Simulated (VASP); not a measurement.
# BeS: restarted molecular dynamics, 2 variants

BeS, F-43m (no. 216), 16 atoms in the cell. PBE, molecular dynamics; PAW potentials S, Be (PBE set).

| Restart from | Temperature at the end (K) | The same without a restart (K) | Potential energy at the end (eV/atom) | The same without a restart (eV/atom) | Electronic steps in the first step after the restart | Time (s) |
|---|---|---|---|---|---|---|
| CONTCAR with velocities, WAVECAR read | 809.0 | 809.0 | -4.90526 | -4.90526 | 4 | 435 |
| CONTCAR with velocities, no WAVECAR | 809.0 | 809.0 | -4.90526 | -4.90526 | 15 | 453 |

Limits: 60 fs of 16 atoms are too short for converged averages.

## Input of the first row

INCAR.step1:
```
GGA = PE ; PREC = Normal
ENCUT = 260 ; EDIFF = 1E-6
NELMIN = 4 ; NELM = 60
ALGO = Normal ; LREAL = Auto
LASPH = T ; ISMEAR = 0
SIGMA = 0.05 ; ISYM = 0
LWAVE = T ; LCHARG = F
IBRION = 0 ; NSW = 30
POTIM = 1.0 ; TEBEG = 1600
ISIF = 2 ; RANDOM_SEED = 985385 0 0
MDALGO = 1 ; ANDERSEN_PROB = 0.0
KPAR = 2
```

INCAR.step2, as INCAR.step1 but for:
```
- LWAVE = T
+ LWAVE = F
```

KPOINTS:
```
k-points
0
Monkhorst-Pack
  2 2 2
```

POSCAR.step1:
```
BeS
1.0
    0.0000000000      4.8500000000      4.8500000000
    4.8500000000      0.0000000000      4.8500000000
    4.8500000000      4.8500000000      0.0000000000
S Be
8 8
Direct
    0.3750000000      0.3750000000      0.3750000000
    0.3750000000      0.3750000000      0.8750000000
    0.3750000000      0.8750000000      0.3750000000
    0.3750000000      0.8750000000      0.8750000000
    0.8750000000      0.3750000000      0.3750000000
    0.8750000000      0.3750000000      0.8750000000
    0.8750000000      0.8750000000      0.3750000000
    0.8750000000      0.8750000000      0.8750000000
    0.0000000000      0.0000000000      0.0000000000
    0.0000000000      0.0000000000      0.5000000000
    0.0000000000      0.5000000000      0.0000000000
    0.0000000000      0.5000000000      0.5000000000
    0.5000000000      0.0000000000      0.0000000000
    0.5000000000      0.0000000000      0.5000000000
    0.5000000000      0.5000000000      0.0000000000
    0.5000000000      0.5000000000      0.5000000000
```

Commands (each step's output is kept before the next begins):
```
cat potpaw_PBE.64/S/POTCAR potpaw_PBE.64/Be/POTCAR > POTCAR
cp INCAR.step1 INCAR
cp POSCAR.step1 POSCAR
mpirun -np 2 vasp_std > vasp.out
cp CONTCAR POSCAR
cp INCAR.step2 INCAR
mpirun -np 2 vasp_std > vasp.out
```

Changes of the last row against the first:
```
(step 1)
- LWAVE = True
+ LWAVE = False
```

VASP 6.6.1 took 435 s on 2 cores (Intel Xeon Platinum 8488C (Sapphire Rapids)), a shared host.
